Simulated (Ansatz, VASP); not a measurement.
# CoSi2 in two plane-wave programs, part 2 of 2

Aim: how closely do two programs agree when they are given the same cell, functional and k mesh? The structure shown is the end of the Ansatz relaxation below.

VASP 6.6.1 and Ansatz 0.2.0.

So far: The structure; Ansatz: relaxation, PBEsol; VASP: single point, PBEsol, pair 1; Differences.

**5. Ansatz: relaxation, PBEsol**

Level of this step: Ansatz beside VASP: Kohn-Sham DFT, plane waves, PBEsol (Ansatz).

This run makes the geometry at which the two programs are then compared. The cell compared in this pair holds 74.40 Å³, against 74.98 Å³ for the pair before.

The structure compared here is the end of the Ansatz relaxation.

Input file input.yaml:

```yaml
crystal:
  lattice:
    - [3.7848561075, 0.0, 0.0]
    - [0.0, 3.7848561075, 0.0]
    - [0.0, 0.0, 5.1533675]
  atoms:
    - { symbol: Co, position: [0.0, 0.0, 0.0] }
    - { symbol: Co, position: [0.5, 0.5, 0.5] }
    - { symbol: Si, position: [0.5, 0.0, 0.25] }
    - { symbol: Si, position: [0.5, 0.0, 0.75] }
    - { symbol: Si, position: [0.0, 0.5, 0.75] }
    - { symbol: Si, position: [0.0, 0.5, 0.25] }
kpoints:
  mp_grid: { grid: [12, 12, 8] }
scf:
  occupations: { method: fermi_dirac, width: 0.05 }
hamiltonian:
  xc: pbesol
  pseudopotentials: { kind: paw, azcp: { folder: soft_1 }, xc_functional: pbe }
basis:
  ecutwfc: 600
output:
  forces: true
  stress: true
relax:
  f_tol: 0.005
  max_steps: 70
  cell: { stress_tol: 0.02, p_target: 0, fix: [c, alpha, beta, gamma] }
```

The run is started by

```bash
ansatz run input.yaml --threads 4 --pin off --max-ram 10240MiB --backend cpu --events-out ev --progress --plain --runs-dir out
```

Numbers of over 12 decimals in the logs are rounded to 6 here.

Log:

```text
[...]
Crystal: 6 atoms, lattice volume = 73.823 Å³
Basis set: ecut = 600 eV, 2469 PW (Γ), exchange–correlation on 64×64×90 points (8 copies of the dense FFT grid, shifted against one another)
Bands: 31, of which v1, the nominal top of the filled ones, is band 25 counted from 1 (24 counted from 0)
Symmetry: 32 space group operations
[...]
k-points: 140 of 1152
[...]
--- Relaxed structure (3 steps of the walk, 3 accepted, 1 SCFs on fresh bases) ---
[...]
cell:  # Å, volume = 74.3988 Å³
    - [3.799596, 0, 0]
    - [0, 3.799596, 0]
    - [0, 0, 5.1533675]
  atoms:
    - { symbol: Co, position: [0, 0, 0] }
    - { symbol: Co, position: [0.5, 0.5, 0.5] }
    - { symbol: Si, position: [0.5, 0, 0.25] }
    - { symbol: Si, position: [0.5, 0, 0.75] }
    - { symbol: Si, position: [0, 0.5, 0.75] }
    - { symbol: Si, position: [0, 0.5, 0.25] }
[key lines of the parts left out:]
SCF converged after 6 iterations
Free energy (F): -12675.428762 eV
Fermi energy:    13.264738 eV
P = ⅓ Tr σ = 1.6457 GPa (16.457 kbar)
```

**6. VASP: single point, PBEsol, pair 2**

The same cell, functional, mesh and smearing now go to VASP, with its own data sets.

Input file INCAR:

```
SYSTEM = CoSi2
PREC = Accurate
ENCUT = 600
EDIFF = 1E-06
NELM = 120
ISMEAR = -1
SIGMA = 0.05
LREAL = .FALSE.
ALGO = Normal
GGA = PS
NBANDS = 23
LASPH = .TRUE.
LORBIT = 11
LWAVE = .FALSE.
LCHARG = .FALSE.
ISIF = 2
GGA_COMPAT = .FALSE.
KPAR = 2
```

Input file POSCAR:

```
CoSi2
1.0
    3.7995963723      0.0000000000      0.0000000000
    0.0000000000      3.7995963723      0.0000000000
    0.0000000000      0.0000000000      5.1533675000
Co Si
2 4
Direct
    0.0000000000      0.0000000000      0.0000000000
    0.5000000000      0.5000000000      0.5000000000
    0.5000000000      0.0000000000      0.2500000000
    0.5000000000      0.0000000000      0.7500000000
    0.0000000000      0.5000000000      0.7500000000
    0.0000000000      0.5000000000      0.2500000000
```

Input file KPOINTS:

```
Automatic mesh
0
Gamma
12 12 8
0 0 0
```

The projector-augmented-wave data sets are Co and Si (PBE family, release 64).

The run is started by

```bash
mpirun -np 2 vasp_std
```

Log:

```text
[banner, memory and clock lines left out]
running    2 mpi-ranks, on    1 nodes
[...]
[... a notice as in an earlier step ...]

 LDA part: xc-table for (Slater+PW92), standard interpolation
 POSCAR, INCAR and KPOINTS ok, starting setup
[...]
entering main loop
       N       E                     dE             d eps       ncg     rms          rms(c)
DAV:   1     0.202759484821E+03    0.20276E+03   -0.15713E+04  6440   0.168E+03
DAV:   2    -0.295827763495E+02   -0.23234E+03   -0.22179E+03  6454   0.335E+02
DAV:   3    -0.446793459868E+02   -0.15097E+02   -0.14412E+02  8238   0.980E+01
DAV:   4    -0.451987542896E+02   -0.51941E+00   -0.51751E+00  7785   0.176E+01
[...]
DAV:  13    -0.419413014214E+02    0.42388E-05   -0.78641E-05  9373   0.112E-01    0.305E-02
DAV:  14    -0.419413002186E+02    0.12028E-05   -0.51195E-06  7535   0.141E-02    0.279E-03
DAV:  15    -0.419413004368E+02   -0.21822E-06   -0.27471E-07  4340   0.547E-03
   1 F= -.41941300E+02 E0= -.41933328E+02  d E =-.159440E-01
```

Parts of OUTCAR (step 6):

```text
  Total        0.0440151      0.0440151      2.3311524      0.0000000     -0.0000000      0.0000000
  in kB        0.9478646      0.9478646     50.2013273      0.0000000     -0.0000000      0.0000000
  external PRESSURE =      17.3656855 kB  Pullay stress =       0.0000000 kB

 POSITION                                       TOTAL-FORCE (eV/Angst)
 -----------------------------------------------------------------------------------
      0.00000      0.00000      0.00000        -0.000000      0.000000      0.000000
      1.89980      1.89980      2.57668        -0.000000      0.000000     -0.000000
      1.89980      0.00000      1.28834         0.000000     -0.000000      0.000000
      1.89980      0.00000      3.86503         0.000000     -0.000000     -0.000000
      0.00000      1.89980      3.86503         0.000000     -0.000000     -0.000000
      0.00000      1.89980      1.28834         0.000000     -0.000000      0.000000
 -----------------------------------------------------------------------------------
    total drift:                                0.000000      0.000000      0.000000

  FREE ENERGIE OF THE ION-ELECTRON SYSTEM (eV)
  ---------------------------------------------------
  free  energy   TOTEN  =       -41.9413004368 eV

  energy  without entropy=      -41.9253564347  energy(sigma->0) =      -41.93332844

[... 1 part as in an earlier step ...]

[... 2 further parts left out ...]
[key lines of the parts left out:]
E-fermi :  10.4047
```

The run ends at a pressure of 1.74 GPa.

**7. Comparison**

What differs besides the data sets and the points named for the pairs above, as far as they apply: the data sets hold 50 valence electrons in Ansatz (on its PAW soft_1 files) and 34 in VASP. Total energies have different zeros and are not compared.

Both answers:

```csv
quantity,Ansatz,VASP,difference
pressure (GPa),1.65,1.74,-0.09
```

**8. Ansatz: relaxation, PBEsol**

This run makes the geometry at which the two programs are then compared. The cell compared in this pair holds 74.60 Å³, against 74.40 Å³ for the pair before.

The structure compared here is the end of the Ansatz relaxation.

input.yaml: that of step 5 with these lines changed.

```diff
@@ -2,5 +2,5 @@
   lattice:
-    - [3.7848561075, 0.0, 0.0]
-    - [0.0, 3.7848561075, 0.0]
-    - [0.0, 0.0, 5.1533675]
+    - [3.775464405, 0.0, 0.0]
+    - [0.0, 3.775464405, 0.0]
+    - [0.0, 0.0, 5.206495]
   atoms:
```

The run is started by

```bash
ansatz run input.yaml --threads 4 --pin off --max-ram 10240MiB --backend cpu --events-out ev --progress --plain --runs-dir out
```

Log:

```text
[...]
Crystal: 6 atoms, lattice volume = 74.214 Å³
Basis set: ecut = 600 eV, 2477 PW (Γ), exchange–correlation on 64×64×90 points (8 copies of the dense FFT grid, shifted against one another)
Bands: 31, of which v1, the nominal top of the filled ones, is band 25 counted from 1 (24 counted from 0)
Symmetry: 32 space group operations
[...]
k-points: 140 of 1152
[...]
cell:  # Å, volume = 74.5990 Å³
    - [3.785244, 0, 0.0]
    - [0, 3.785244, 0.0]
    - [0.0, 0.0, 5.206495]
  atoms:
    - { symbol: Co, position: [0, 0, 0] }
    - { symbol: Co, position: [0.500000, 0.500000, 0.5] }
    - { symbol: Si, position: [0.500000, 0, 0.25] }
    - { symbol: Si, position: [0.500000, 0, 0.750000] }
    - { symbol: Si, position: [0, 0.500000, 0.750000] }
    - { symbol: Si, position: [0, 0.500000, 0.25] }
[key lines of the parts left out:]
SCF converged after 6 iterations
Free energy (F): -12675.447722 eV
Fermi energy:    13.219613 eV
P = ⅓ Tr σ = 1.0320 GPa (10.320 kbar)
```

**9. VASP: single point, PBEsol, pair 3**

The same cell, functional, mesh and smearing now go to VASP, with its own data sets.

INCAR is that of step 6.

POSCAR: that of step 6 with these lines changed.

```diff
@@ -2,5 +2,5 @@
 1.0
-    3.7995963723      0.0000000000      0.0000000000
-    0.0000000000      3.7995963723      0.0000000000
-    0.0000000000      0.0000000000      5.1533675000
+    3.7852441584      0.0000000000      0.0000000000
+    0.0000000000      3.7852441584      0.0000000000
+    0.0000000000      0.0000000000      5.2064950000
 Co Si
```

KPOINTS is that of step 6.

The run is started by

```bash
mpirun -np 2 vasp_std
```

Log:

```text
[... set-up lines as in an earlier step ...]
 entering main loop
       N       E                     dE             d eps       ncg     rms          rms(c)
DAV:   1     0.205527910334E+03    0.20553E+03   -0.15723E+04  6440   0.168E+03
DAV:   2    -0.293234845524E+02   -0.23485E+03   -0.22422E+03  6454   0.336E+02
DAV:   3    -0.446723712511E+02   -0.15349E+02   -0.14711E+02  8140   0.985E+01
DAV:   4    -0.452083259863E+02   -0.53595E+00   -0.53416E+00  7750   0.179E+01
[...]
DAV:  13    -0.419603314058E+02   -0.24849E-06   -0.68610E-05  8077   0.875E-02    0.303E-02
DAV:  14    -0.419603301776E+02    0.12282E-05   -0.46633E-06  7379   0.135E-02    0.327E-03
DAV:  15    -0.419603303618E+02   -0.18421E-06   -0.32388E-07  4494   0.536E-03
   1 F= -.41960330E+02 E0= -.41952275E+02  d E =-.161107E-01
```

Parts of OUTCAR (step 9):

```text
  Total        0.0356430      0.0356430      1.4748319      0.0000000      0.0000000      0.0000000
  in kB        0.7655118      0.7655118     31.6752367      0.0000000      0.0000000      0.0000000
  external PRESSURE =      11.0687534 kB  Pullay stress =       0.0000000 kB

 POSITION                                       TOTAL-FORCE (eV/Angst)
 -----------------------------------------------------------------------------------
      0.00000      0.00000      0.00000         0.000000      0.000000     -0.000000
      1.89262      1.89262      2.60325        -0.000000     -0.000000      0.000000
      1.89262      0.00000      1.30162        -0.000000      0.000000     -0.000000
      1.89262      0.00000      3.90487         0.000000      0.000000     -0.000000
      0.00000      1.89262      3.90487        -0.000000      0.000000     -0.000000
      0.00000      1.89262      1.30162         0.000000      0.000000     -0.000000
 -----------------------------------------------------------------------------------
    total drift:                                0.000000      0.000000      0.000000

  FREE ENERGIE OF THE ION-ELECTRON SYSTEM (eV)
  ---------------------------------------------------
  free  energy   TOTEN  =       -41.9603303618 eV

  energy  without entropy=      -41.9442196667  energy(sigma->0) =      -41.95227501

[... 1 part as in an earlier step ...]

[... 2 further parts left out ...]
[key lines of the parts left out:]
E-fermi :  10.3672
```

The run ends at a pressure of 1.11 GPa.

**10. Differences**

What differs besides the data sets and the points named for the pairs above, as far as they apply: the data sets hold 50 valence electrons in Ansatz (on its PAW soft_1 files) and 34 in VASP. Total energies have different zeros and are not compared.

Both answers:

```csv
quantity,Ansatz,VASP,difference
pressure (GPa),1.03,1.11,-0.07
```

**11. Summary of results**

| Item | Value |
| --- | --- |
| difference in pressure (single point, PBEsol, pair 1) | -0.077 GPa |
| difference in pressure (single point, PBEsol, pair 2) | -0.091 GPa |
| difference in pressure (single point, PBEsol, pair 3) | -0.075 GPa |

**Reading.** The difference in pressure is -0.091 GPa (single point, PBEsol, pair 2), within the 1 GPa picked in this series as the mark of a large difference. The data sets hold unlike numbers of valence electrons (50 in Ansatz and 34 in VASP), so part of the differences comes from the potentials. 4 further runs of this series are not shown here. How closely two codes agree says nothing of how well the functional describes the real material.

[Lines on the potential files, build, host, timing and source positions are cut from VASP's logs without a mark.]

[Logs are printed without paths, hosts, clocks, repeated set-up lines and the standing remarks that a program may print on its own settings, such as how far it seeks lower states.]

[Hosts, paths, dates, database ids (printed as entryN), source tags and the programs' standing remarks are cut or masked in the printed files.]
